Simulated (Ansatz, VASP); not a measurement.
# Cross-check of GaN between VASP and Ansatz, part 2 of 2

Wanted: the spread between two codes on one cell, functional and k mesh. The cell is taken from a series of runs on this material, whose earlier steps may have relaxed, scaled, displaced or heated it; both programs get it as it stands.

VASP 6.6.1 and Ansatz 0.2.0.

So far: Starting point; VASP: zone-centre phonons, LDA, pair 1; Ansatz: zone-centre phonons, LDA, pair 1.

## 4. Side by side

Known differences besides the potentials themselves: the two LDA forms differ slightly; fixed occupations in Ansatz, narrow Gaussian smearing in VASP; the cutoff is 420 eV in Ansatz and 600 eV in VASP; VASP's log shows a relativistic correction to its local exchange, Ansatz's none. Total energies have different zeros and are not compared.

Compared:

```
             quantity  Ansatz   VASP  difference
optical mode 1 (cm⁻¹)   553.5  558.7     -0.92 %
optical mode 2 (cm⁻¹)   561.8  566.6     -0.86 %
optical mode 3 (cm⁻¹)   565.9  571.1     -0.93 %
```

Modes are paired by rising frequency, not by their patterns, so a pair may set unlike modes beside each other; they are those without the splitting of longitudinal modes.

## 5. Ansatz: zone-centre phonons, LDA, pair 2

Second derivatives magnify differences that forces hide, and they need a tight electronic threshold. The cell compared in this pair holds 22.00 Å³, against 21.88 Å³ for the pair before.

The cell is taken from a series of runs on this material, whose earlier steps may have relaxed, scaled, displaced or heated it; both programs get it as it stands.

input.yaml reads:

```yaml
crystal:
  lattice:
    - [-0.0102640847, 2.2155905723, 2.2406614796]
    - [2.2155905723, -0.0102640847, 2.2406614796]
    - [2.2053264877, 2.2053264877, 0.0]
  atoms:
    - { symbol: "N", position: [0.2507232009, 0.2507232009, 0.2492767991] }
    - { symbol: Ga, position: [-0.0007232009, -0.0007232009, 0.0007232009] }
kpoints:
  mp_grid: { grid: [12, 12, 12] }
hamiltonian:
  xc: lda
  pseudopotentials: { kind: paw, azcp: { folder: soft_1 }, xc_functional: pbe }
scf:
  occupations: { method: fixed }
output:
  eigenvalues: true
phonons:
  method: dfpt
```

Launch:

```bash
ansatz run input.yaml --threads 4 --pin off --max-ram 10240MiB --backend cpu --events-out ev --progress --plain --runs-dir out
```

Numbers of over 12 decimals in the logs are rounded to 6 here.

What it wrote:

```text
[...]
Crystal: 2 atoms, lattice volume = 21.998 Å³
Basis set: ecut = 420 eV, 411 PW (Γ), exchange–correlation on 48×48×48 points (8 copies of the dense FFT grid, shifted against one another)
Bands: 13, of which v1, the nominal top of the filled ones, is band 9 counted from 1 (8 counted from 0)
Symmetry: 4 space group operations
k-points: 476 of 1728 (irreducible under 2 space group operations, time reversal used)
[...]
k-point 1: bands = [... 5 lower, -3.3921, 9.0994, 9.7904, 9.7948, 12.4932, 19.9471, 20.2734, 20.4240]
  k-point 2: bands = [... 5 lower, -3.3933, 7.6183, 9.5764, 9.5843, 13.4118, 19.2406, 20.5547, 20.6413]
  k-point 475: bands = [... 5 lower, -1.5669, 3.4249, 7.0013, 7.1397, 13.2028, 16.7237, 21.5615, 24.0575]
[...]
ASR residual: 1.491e-4 → 0.000e0 eV/Å²; symmetrization residual: 1.632e-6 eV/Å²
  ASR residual per site (eV/Å²): 1.49e-4 4.61e-5
  Γ frequencies (cm⁻¹): 0.00 0.00 0.00 552.86 557.55 559.11
[...]
[key lines of the parts left out:]
SCF converged after 9 iterations
Free energy (F): -4082.085723 eV
Fermi energy:    9.935791 eV
```

## 6. VASP: zone-centre phonons, LDA, pair 2

The same cell, functional (in two slightly different forms) and mesh now go to VASP, with its own data sets.

INCAR reads:

```
SYSTEM = GaN
PREC = Accurate
ENCUT = 600
EDIFF = 1E-08
NELM = 120
ISMEAR = 0
SIGMA = 0.01
LREAL = .FALSE.
ALGO = Normal
GGA = CA
NBANDS = 15
LORBIT = 11
LWAVE = .FALSE.
LCHARG = .FALSE.
ISIF = 2
IBRION = 8
LASPH = .TRUE.
GGA_COMPAT = .FALSE.
EFERMI = MIDGAP
KPAR = 2
```

POSCAR reads:

```
GaN
1.0
   -0.0102640847      2.2155905723      2.2406614796
    2.2155905723     -0.0102640847      2.2406614796
    2.2053264877      2.2053264877      0.0000000000
N Ga
1 1
Direct
    0.2507232009      0.2507232009      0.2492767991
    0.9992767991      0.9992767991      0.0007232009
```

KPOINTS reads:

```
Automatic mesh
0
Gamma
12 12 12
0 0 0
```

PAW data sets: N and Ga_d (LDA family, release 64).

Launch:

```bash
mpirun -np 2 vasp_std
```

What it wrote:

```text
[... set-up lines as in an earlier step ...]
 entering main loop
       N       E                     dE             d eps       ncg     rms          rms(c)
DAV:   1     0.897174146685E+02    0.89717E+02   -0.10284E+04  9246   0.237E+03
DAV:   2    -0.947670276247E+01   -0.99194E+02   -0.92417E+02  9563   0.367E+02
DAV:   3    -0.159543095183E+02   -0.64776E+01   -0.64468E+01  9492   0.780E+01
DAV:   4    -0.160298926698E+02   -0.75583E-01   -0.75566E-01 10438   0.896E+00
[...]
DAV:  12    -0.139412196848E+02   -0.19324E-05   -0.17374E-05  9590   0.485E-02    0.128E-03
DAV:  13    -0.139412196696E+02    0.15214E-07   -0.58458E-07 13206   0.151E-02    0.826E-04
DAV:  14    -0.139412196720E+02   -0.24083E-08   -0.31167E-08  9430   0.176E-03
   1 F= -.13941220E+02 E0= -.13941220E+02  d E =0.000000E+00
 Linear response reoptimize wavefunctions to high precision
DAV:   1    -0.139412196718E+02    0.25602E-09   -0.16771E-09  7350   0.511E-04
DAV:   2    -0.139412196718E+02   -0.40018E-10   -0.45508E-10  5551   0.203E-04
 Linear response DOF=           4
 Linear response progress:
[...]
RMM:  11    -0.160871282719E+00   -0.13046E-07    0.13459E-07 56832   0.867E-05    0.642E-07
RMM:  12    -0.160871281045E+00    0.16739E-08    0.11676E-07 54804   0.491E-05    0.467E-07
RMM:  13    -0.160871283409E+00   -0.23640E-08    0.46387E-08 51824   0.338E-05    0.696E-08
 first order change of Fermi-energy  -0.18971E-04
 force on displaced ion       2 direction 1 : -13.462  -0.109   0.000
 Linear response progress:
  Degree of freedom:   4/  4
       N       E                     dE             d eps       ncg     rms          rms(c)
RMM:   1    -0.163441324732E+00   -0.16344E+00    0.26912E-01 10707   0.921E+00
RMM:   2    -0.161119775991E+00    0.23215E-02   -0.33917E-02 16267   0.167E+00    0.564E-02
RMM:   3    -0.161352975795E+00   -0.23320E-03   -0.25161E-03 16537   0.400E-01    0.341E-02
RMM:   4    -0.160981719338E+00    0.37126E-03   -0.16399E-04 17283   0.111E-01    0.361E-03
[...]
RMM:  10    -0.160984171851E+00    0.61342E-07    0.52478E-08 17957   0.178E-04    0.294E-06
RMM:  11    -0.160984157665E+00    0.14186E-07    0.32096E-08 17974   0.832E-05    0.890E-07
RMM:  12    -0.160984156592E+00    0.10726E-08    0.78039E-10 17521   0.481E-05    0.464E-07
 first order change of Fermi-energy  -0.95778E+00
 force on displaced ion       2 direction 3 :   0.000   0.000 -13.644
 Linear response finished
```

From OUTCAR (step 6):

```text
  Total        0.3509966      0.3509966      0.1464918      0.2095979     -0.0000000     -0.0000000
  in kB       25.5645132     25.5645132     10.6695970     15.2658728     -0.0000000     -0.0000000
  external PRESSURE =      20.5995411 kB  Pullay stress =       0.0000000 kB

 POSITION                                       TOTAL-FORCE (eV/Angst)
 -----------------------------------------------------------------------------------
      1.10266      1.10266      1.12357        -0.000000     -0.000000      0.002338
      2.20533      2.20533      4.47808         0.000000      0.000000     -0.002338
 -----------------------------------------------------------------------------------
    total drift:                               -0.000000     -0.000000     -0.000095

[... 1 part as in an earlier step ...]

[... 1 further part left out ...]
```

## 7. Side by side

The two programs side by side:

```
             quantity  Ansatz   VASP  difference
optical mode 1 (cm⁻¹)   552.9  558.0     -0.92 %
optical mode 2 (cm⁻¹)   557.5  562.5     -0.88 %
optical mode 3 (cm⁻¹)   559.1  564.3     -0.92 %
```

Modes are paired by rising frequency, not by their patterns, so a pair may set unlike modes beside each other; they are those without the splitting of longitudinal modes.

## 8. Results

| Item | Value |
| --- | --- |
| r.m.s. difference of the optical zone-centre modes, each program's sorted by frequency (zone-centre phonons, LDA, pair 1) | 5.1 cm⁻¹ |
| difference in optical mode 3 (zone-centre phonons, LDA, pair 1) | -0.9 % |
| r.m.s. difference of the optical zone-centre modes, each program's sorted by frequency (zone-centre phonons, LDA, pair 2) | 5.1 cm⁻¹ |
| difference in optical mode 1 (zone-centre phonons, LDA, pair 2) | -0.9 % |

**Reading.** The r.m.s. difference of the optical zone-centre modes, each program's sorted by frequency is 5.1 cm⁻¹ (zone-centre phonons, LDA, pair 1). Among the rows given in per cent, the largest difference of the zone-centre phonons, LDA, pair 1 pair is in optical mode 3, -0.9 %. Among the rows given in per cent, the largest difference of the zone-centre phonons, LDA, pair 2 pair is in optical mode 1, -0.9 %. How closely two codes agree says nothing of how well the functional describes the real material.

[Lines on the potential files, build, host, timing and source positions are cut from VASP's logs without a mark.]

[Logs are printed without paths, hosts, clocks, repeated set-up lines and the standing remarks that a program may print on its own settings, such as how far it seeks lower states.]

[Hosts, paths, dates, database ids (printed as entryN), source tags and the programs' standing remarks are cut or masked in the printed files.]
